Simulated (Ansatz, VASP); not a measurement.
# TiSi2 in VASP and in Ansatz

```
Ti Si
1.0
     0.00000    4.11752    4.26290
     2.38951    0.00000    4.26290
     2.38951    4.11752    0.00000
Ti Si
2 4
Direct
  0.75000 0.75000 0.75000
  0.50000 0.50000 0.50000
  0.41257 0.08743 0.41257
  0.08743 0.41257 0.08743
  0.16257 0.83743 0.16257
  0.83743 0.16257 0.83743
```

The cell is a database's computed one.

Alike in both runs: task band structure; functional PBEsol; k mesh 7 × 7 × 7; occupations fermi-dirac, width 0.05 eV; no spin polarisation.

```csv
,VASP,Ansatz
version,VASP 6.6.1,Ansatz 0.2.0
potentials or method,"VASP PAW PBE potentials, release 64 (Ti_sv, Si)",Ansatz PAW
plane-wave cutoff (eV),520,420
valence electrons in the cell,40,40
```

```tsv
	VASP	Ansatz	Ansatz less VASP
gap on the k mesh at the Fermi level (eV)	none	none	-
pressure (GPa)	-1.8	-2.0	-0.13
largest component of the traceless stress (GPa)	1.19	1.15	-0.036
rms of the force components (eV/Å)	0.023	0.023	-0.0005
```

Atom by atom the forces differ by 0.000 eV/Å (rms over components). A gap of «none» marks a metal or a gap that the smearing closes. The functional is the same, so the differences come from potentials, cutoffs and numerics.

Caveats: the PAW data sets were made with another functional, which shifts forces and pressure a little (VASP); the PAW data sets come from PBE, with cores solved anew for the run's functional, which leaves a small shift of forces and pressure (Ansatz).
